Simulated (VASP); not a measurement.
# Pb3O (Fm-3m) in VASP: a series of runs

The runs below take Pb3O through single point, with PBE.

Program: VASP 6.6.1. These are calculated values, not measurements. Logs are shortened: lines on timing, memory, paths and dates and some standing lists are left out, and cuts for length are marked.

## (1) The cell of the first run

It takes space group Fm-3m (No. 225, cubic). The conventional cell has a = 7.332 Å, b = 7.332 Å, c = 7.332 Å, α = 90.00°, β = 90.00°, γ = 90.00°. Pb (site symmetry m-3m) has 8 Pb at 3.18 Å as nearest neighbours. Pb (site symmetry -43m) is surrounded by 4 Pb at 3.18 Å and 4 O at 3.18 Å. O (site symmetry m-3m) has 8 Pb at 3.18 Å as nearest neighbours.

The cell was built by a generator and needn't be a form met in nature.

## (2) Single point, PBE (random cell by space group and Wyckoff sites (Fm-3m, No. 225))

The input, INCAR:

```
SYSTEM = Pb3O
PREC = Accurate ; ENCUT = 520
EDIFF = 1E-6 ; ISMEAR = 0
SIGMA = 0.1 ; LREAL = .False.
LASPH = .True. ; NELM = 100
ALGO = Fast ; ISIF = 2
LWAVE = .False. ; LCHARG = .False.
GGA = PE ; NBANDS = 32
```

The input, KPOINTS:

```
Automatic mesh
0
Gamma
  12 12 12
  0 0 0
```

The input, POSCAR:

```
Pb3O
1.0
    0.0000000000      3.6661774512      3.6661774512
    3.6661774512      0.0000000000      3.6661774512
    3.6661774512      3.6661774512      0.0000000000
Pb O
3 1
Direct
    0.5000000000      0.5000000000      0.5000000000
    0.2500000000      0.2500000000      0.2500000000
    0.7500000000      0.7500000000      0.7500000000
    0.0000000000      0.0000000000      0.0000000000
```

Potentials or basis: VASP PAW PBE potentials, release 64 (Pb_d, O).

Run with:

```
$ cat potpaw_PBE.64/Pb_d/POTCAR potpaw_PBE.64/O/POTCAR > POTCAR
$ mpirun -np 1 vasp_std > vasp.out
```

OUTCAR:

```text
SYSTEM = Pb3O
   PREC = Accurate
   ENCUT = 520
   EDIFF = 1E-6
   ISMEAR = 0
   LREAL = .False.
   LASPH = .True.
   NELM = 100
   ISIF = 2
   GGA = PE

 ion  position               nearest neighbor table
   1  0.500  0.500  0.500-   2 3.18   2 3.18   2 3.18   2 3.18   3 3.18   3 3.18   3 3.18   3 3.18

   2  0.250  0.250  0.250-   1 3.18   1 3.18   1 3.18   1 3.18   3 3.67   3 3.67   3 3.67   3 3.67
                             3 3.67   3 3.67
   3  0.750  0.750  0.750-   1 3.18   1 3.18   1 3.18   1 3.18   2 3.67   2 3.67   2 3.67   2 3.67
                             2 3.67   2 3.67
   4  0.000  0.000  0.000-

  LATTYP: Found a face centered cubic cell.
 ALAT       =     7.3323549024

  Lattice vectors:

 A1 = (   0.0000000000,   3.6661774512,   3.6661774512)
 A2 = (   3.6661774512,   0.0000000000,   3.6661774512)
 A3 = (   3.6661774512,   3.6661774512,   0.0000000000)

Analysis of symmetry for initial positions (statically):
=====================================================================
 Subroutine PRICEL returns:
 Original cell was already a primitive cell.

 Routine SETGRP: Setting up the symmetry group for a
 face centered cubic supercell.

 Subroutine GETGRP returns: Found 48 space group operations
 (whereof 48 operations were pure point group operations)
 out of a pool of 48 trial point group operations.

The static configuration has the point symmetry O_h .

Analysis of symmetry for dynamics (positions and initial velocities):
=====================================================================
 Subroutine PRICEL returns:
 Original cell was already a primitive cell.

 Routine SETGRP: Setting up the symmetry group for a
 face centered cubic supercell.

 Subroutine GETGRP returns: Found 48 space group operations
 (whereof 48 operations were pure point group operations)
 out of a pool of 48 trial point group operations.

The dynamic configuration has the point symmetry O_h .

 Subroutine INISYM returns: Found 48 space group operations
 (whereof 48 operations are pure point group operations),
 and found     1 'primitive' translations

----------------------------------------------------------------------------------------

                                     Primitive cell

  volume of cell :      98.5531

  direct lattice vectors                    reciprocal lattice vectors
     0.000000000  3.666177451  3.666177451    -0.136381833  0.136381833  0.136381833
     3.666177451  0.000000000  3.666177451     0.136381833 -0.136381833  0.136381833
     3.666177451  3.666177451  0.000000000     0.136381833  0.136381833 -0.136381833

  length of vectors
     5.184757874  5.184757874  5.184757874     0.236220264  0.236220264  0.236220264

  position of ions in fractional coordinates (direct lattice)
     0.500000000  0.500000000  0.500000000
     0.250000000  0.250000000  0.250000000
     0.750000000  0.750000000  0.750000000
     0.000000000  0.000000000  0.000000000

  ion indices of the primitive-cell ions
   primitive index   ion index
                 1           1
                 2           2
                 3           3
                 4           4

----------------------------------------------------------------------------------------

 KPOINTS: Automatic mesh

Automatic generation of k-mesh.
 Grid dimensions read from file:
 generate k-points for:   12   12   12

 Generating k-lattice:

  Cartesian coordinates                     Fractional coordinates (reciprocal lattice)
    -0.011365153  0.011365153  0.011365153     0.083333333  0.000000000  0.000000000
     0.011365153 -0.011365153  0.011365153     0.000000000  0.083333333  0.000000000
     0.011365153  0.011365153 -0.011365153     0.000000000  0.000000000  0.083333333

  Length of vectors
     0.019685022  0.019685022  0.019685022

  Shift w.r.t. Gamma in fractional coordinates (k-lattice)
     0.000000000  0.000000000  0.000000000

 Subroutine IBZKPT returns following result:
 ===========================================

 Found     72 irreducible k-points:

 Following reciprocal coordinates:
            Coordinates               Weight
  0.000000  0.000000  0.000000      1.000000
  0.083333  0.000000  0.000000      8.000000
  0.166667  0.000000  0.000000      8.000000
  0.250000  0.000000  0.000000      8.000000
  0.333333  0.000000  0.000000      8.000000
  0.416667  0.000000  0.000000      8.000000
[... 16 lines left out ...]
  0.500000  0.166667  0.000000     24.000000
 -0.416667  0.166667  0.000000     24.000000
 [... further k-points ...]
   k-points           NKPTS =     72   k-points in BZ     NKDIM =     72   number of bands    NBANDS=     32
   number of dos      NEDOS =    301   number of ions     NIONS =      4
   total plane-waves  NPLWV =  64000
   dimension x,y,z NGX =    40 NGY =   40 NGZ =   40
   dimension x,y,z NGXF=    80 NGYF=   80 NGZF=   80
   ions per type =               3   1
   NGX,Y,Z   is equivalent  to a cutoff of  12.83, 12.83, 12.83 a.u.
   NGXF,Y,Z  is equivalent  to a cutoff of  25.65, 25.65, 25.65 a.u.
 SYSTEM =  Pb3O
   PREC   = accura    normal or accurate (medium, high low for compatibility)
   ISTART =      0    job   : 0-new  1-cont  2-samecut
   ICHARG =      2    charge: 1-file 2-atom 10-const
   ISPIN  =      1    spin polarized calculation?
   LNONCOLLINEAR =      F non collinear calculations
   LSORBIT =      F    spin-orbit coupling
   LASPH  =      T    aspherical Exc in radial PAW
   ENCUT  =  520.0 eV  38.22 Ry    6.18 a.u.   9.64  9.64  9.64*2*pi/ulx,y,z
   NELM   =    100;   NELMIN=  2; NELMDL= -5     # of ELM steps
   EDIFF  = 0.1E-05   stopping-criterion for ELM
   LREAL  =      F    real-space projection
   EDIFFG = 0.1E-04   stopping-criterion for IOM
   NSW    =      0    number of steps for IOM
   IBRION =     -1    ionic relax: 0-MD 1-quasi-New 2-CG
   NFREE  =      0    steps in history (QN), initial steepest desc. (CG)
   ISIF   =      2    stress and relaxation
   ISYM   =      2    0-nonsym 1-usesym 2-fastsym
   POTIM  = 0.5000    time-step for ionic-motion
   TEBEG  =    0.0;   TEEND  =   0.0 temperature during run
   PSTRESS=    0.0 pullay stress
   NELECT =      48.0000    total number of electrons
   NUPDOWN=      -1.0000    fix difference up-down
   EMIN   =  10.00;   EMAX   =-10.00  energy-range for DOS
   EFERMI =   0.00;   METHOD = LEGACY
   ISMEAR =     0;   SIGMA  =   0.10  broadening in eV -4-tet -1-fermi 0-gaus
   EFERMI_NEDOS =   21; number of points for ismear=-14 and -15
   IALGO  =     68    algorithm
   IMIX   =      4    mixing-type and parameters
     AMIX     =   0.40;   BMIX     =  1.00
     AMIX_MAG =   1.60;   BMIX_MAG =  1.00
  volume/ion in A,a.u.               =      24.64       166.27
  Fermi-wavevector in a.u.,A,eV,Ry     =   1.288047  2.434056 22.572956  1.659065
  Thomas-Fermi vector in A             =   2.420025
   LORBIT       =      0    0 simple, 1 ext, 2 COOP (PROOUT), +10 PAW based schemes
   GGA     = PE    functional components
   LHFCALC =     F    Hartree Fock is set to
   AEXX    =    0.0000 exact exchange contribution
   IVDW    =     0    specifies the selected vdW correction
   LEPSILON=     F    determine dielectric tensor
   LRPA    =     F    only Hartree local field effects (RPA)
 non-spin polarized calculation
 RMM-DIIS sequential band-by-band and
 Gauss-broadening in eV      SIGMA  =   0.10
  energy-cutoff  :      520.00
  volume of cell :       98.55
 maximum number of plane-waves:      2691
   NGX = 19   NGY = 19   NGZ = 19

 number of electron      47.9999989 magnetization

 Free energy of the ion-electron system (eV)
  ---------------------------------------------------
  ext. energy  EPLUGINS =         0.00000000
  ---------------------------------------------------
  free energy    TOTEN  =       -14.96652075 eV

  energy without entropy =      -14.95093793  energy(sigma->0) =      -14.95872934

 E-fermi :   6.3680     XC(G=0): -10.2682

 val. band max:        6.3639557503   @ k =  -0.1667   0.1667   0.0000
 cond. band min:       6.3828186905   @ k =  -0.2500   0.2500   0.0833
 fundamental gap:      0.0188629402
 Fermi energy:         6.3680079543

 k-point     1 :       0.0000    0.0000    0.0000
  band No.  band energies     occupation
      1     -10.7728      2.00000
      2     -10.7728      2.00000
      3     -10.7027      2.00000
      4     -10.7027      2.00000
      5     -10.7027      2.00000
      6     -10.6098      2.00000
[... 24 lines left out ...]
     31      12.0945      0.00000
     32      12.8906      0.00000

 k-point     2 :       0.0833    0.0000    0.0000
  band No.  band energies     occupation
      1     -10.7662      2.00000
      2     -10.7662      2.00000
      3     -10.7140      2.00000
      4     -10.7100      2.00000
      5     -10.7100      2.00000
      6     -10.6040      2.00000
[... 24 lines left out ...]
     31      11.9271      0.00000
     32      13.2190      0.00000

 k-point     3 :       0.1667    0.0000    0.0000
  band No.  band energies     occupation
      1     -10.7471      2.00000
      2     -10.7471      2.00000
      3     -10.7332      2.00000
      4     -10.7268      2.00000
      5     -10.7268      2.00000
      6     -10.5909      2.00000
[... 24 lines left out ...]
     31      11.7106      0.00000
     32      13.8947      0.00000

 k-point     4 :       0.2500    0.0000    0.0000
  band No.  band energies     occupation
      1     -10.7462      2.00000
      2     -10.7462      2.00000
      3     -10.7449      2.00000
      4     -10.7166      2.00000
      5     -10.7166      2.00000
      6     -10.5766      2.00000
[... 24 lines left out ...]
     31      11.5775      0.00000
     32      14.7098      0.00000

 k-point     5 :       0.3333    0.0000    0.0000
  band No.  band energies     occupation
      1     -10.7628      2.00000
      2     -10.7628      2.00000
      3     -10.7429      2.00000
      4     -10.6787      2.00000
      5     -10.6787      2.00000
      6     -10.5645      2.00000
[... 584 lines left out ...]
     31      12.1448      0.00000
     32      14.1559      0.00000

 k-point    22 :       0.4167    0.1667    0.0000
  band No.  band energies     occupation
      1     -10.7812      2.00000
      2     -10.7772      2.00000
      3     -10.7176      2.00000
      4     -10.6758      2.00000
      5     -10.6569      2.00000
      6     -10.5851      2.00000
[... 24 lines left out ...]
     31      12.3156      0.00000
     32      14.8474      0.00000

 k-point    23 :       0.5000    0.1667    0.0000
  band No.  band energies     occupation
      1     -10.7835      2.00000
      2     -10.7767      2.00000
      3     -10.7251      2.00000
      4     -10.6398      2.00000
      5     -10.6382      2.00000
      6     -10.5725      2.00000
[... 24 lines left out ...]
     31      12.5770      0.00000
     32      15.4027      0.00000

 k-point    24 :      -0.4167    0.1667    0.0000
  band No.  band energies     occupation
      1     -10.7803      2.00000
      2     -10.7791      2.00000
      3     -10.7273      2.00000
      4     -10.6425      2.00000
      5     -10.6134      2.00000
      6     -10.5798      2.00000
[... 24 lines left out ...]
     31      12.9241      0.00000
     32      15.7298      0.00000

 [... further k-points ...]

------------------------ aborting loop because EDIFF is reached ----------------------------------------

  FORCE on cell =-STRESS in cart. coord.  units (eV):
  Direction    XX          YY          ZZ          XY          YZ          ZX
  --------------------------------------------------------------------------------------
  -------------------------------------------------------------------------------------
  Total       -0.0423975     -0.0423975     -0.0423975      0.0000000     -0.0000000      0.0000000
  in kB       -0.6892560     -0.6892560     -0.6892560      0.0000000     -0.0000000      0.0000000
  external PRESSURE =      -0.6892560 kB  Pullay stress =       0.0000000 kB

 VOLUME and BASIS-vectors are now :
 -----------------------------------------------------------------------------
  energy-cutoff  :      520.00
  volume of cell :       98.55
      direct lattice vectors                 reciprocal lattice vectors
     0.000000000  3.666177451  3.666177451    -0.136381833  0.136381833  0.136381833
     3.666177451  0.000000000  3.666177451     0.136381833 -0.136381833  0.136381833
     3.666177451  3.666177451  0.000000000     0.136381833  0.136381833 -0.136381833

 POSITION                                       TOTAL-FORCE (eV/Angst)
 -----------------------------------------------------------------------------------
      3.66618      3.66618      3.66618        -0.000000     -0.000000     -0.000000
      1.83309      1.83309      1.83309         0.000000      0.000000      0.000000
      5.49927      5.49927      5.49927        -0.000000     -0.000000     -0.000000
      0.00000      0.00000      0.00000        -0.000000     -0.000000     -0.000000
 -----------------------------------------------------------------------------------
    total drift:                               -0.000000      0.000000      0.000000

  FREE ENERGIE OF THE ION-ELECTRON SYSTEM (eV)
  ---------------------------------------------------
  free  energy   TOTEN  =       -14.9665207519 eV

  energy  without entropy=      -14.9509379321  energy(sigma->0) =      -14.95872934
```

It took 4 min on 1 thread of Intel Xeon Platinum 8488C (Sapphire Rapids), shared host; peak memory 0.36 GiB.

Results:

```
Free energy            : -14.9665 eV
Pressure               : -0.1 GPa
Band gap on the k mesh : none (metal or under the smearing width)
```

Levels at points of the mesh, in eV from the Fermi level:
```
           k point  band 20  band 21  band 22  band 23  band 24  band 25  band 26  band 27  band 28  band 29
(0.00, 0.00, 0.00)    -1.54    -1.54    -1.54    -0.31    -0.31    -0.31    -0.05    -0.05    -0.05     5.73
(0.50, 0.00, 0.00)    -1.87    -1.87    -1.55    -1.55    -0.90     0.17     1.94     1.94     4.06     5.13
(0.50, 0.50, 0.00)    -3.70    -3.70    -0.72    -0.08    -0.08     0.54     3.63     4.20     4.20     5.32
```

The run has no spin-orbit coupling, so splittings on Pb are missing.

## (3) Single point, PBE (cell x2)

The input, INCAR:

```
SYSTEM = Pb3O
PREC = Accurate ; ENCUT = 520
EDIFF = 1E-6 ; ISMEAR = 0
SIGMA = 0.2 ; LREAL = .False.
LASPH = .True. ; NELM = 100
ALGO = Fast ; ISIF = 2
LWAVE = .False. ; LCHARG = .False.
GGA = PE ; NBANDS = 58
```

The input, KPOINTS:

```
regular mesh
0
Gamma
  6 6 6
  0 0 0
```

The input, POSCAR:

```
Pb3O
1.0
   -3.6661774512      0.0000000000     -3.6661774512
   -3.6661774512     -3.6661774512      0.0000000000
   -7.3323549024      3.6661774512      3.6661774512
Pb O
6 2
Direct
    0.2500000000      0.2500000000      0.2500000000
    0.7500000000      0.7500000000      0.7500000000
    0.6250000000      0.6250000000      0.1250000000
    0.1250000000      0.1250000000      0.6250000000
    0.8750000000      0.8750000000      0.3750000000
    0.3750000000      0.3750000000      0.8750000000
    1.0000000000      1.0000000000      0.0000000000
    0.5000000000      0.5000000000      0.5000000000
```

Potentials or basis: VASP PAW PBE potentials, release 64 (Pb_d, O).

Run with:

```
$ cat potpaw_PBE.64/Pb_d/POTCAR potpaw_PBE.64/O/POTCAR > POTCAR
$ mpirun -np 1 vasp_std > vasp.out
```

It took 7.5 min on 1 thread of AMD EPYC 9R45 (Zen 5), shared host; peak memory 0.46 GiB.

Results (log left out):

* Free energy: -29.9465 eV
* Pressure: 0.1 GPa
* Band gap on the k mesh: none (metal or under the smearing width)

Levels at points of the mesh, in eV from the Fermi level:
```csv
k point,band 46,band 47,band 48,band 49,band 50,band 51
"(0.00, 0.00, 0.00)",-0.91,-0.32,-0.32,-0.32,-0.06,-0.06
"(0.50, 0.00, 0.00)",-0.59,-0.44,-0.44,0.89,0.89,2.38
"(0.50, 0.50, 0.00)",-0.73,-0.09,-0.09,0.16,0.53,1.93
"(0.00, 0.00, 0.50)",-1.01,-1.01,-1.01,0.36,0.36,1.06
```
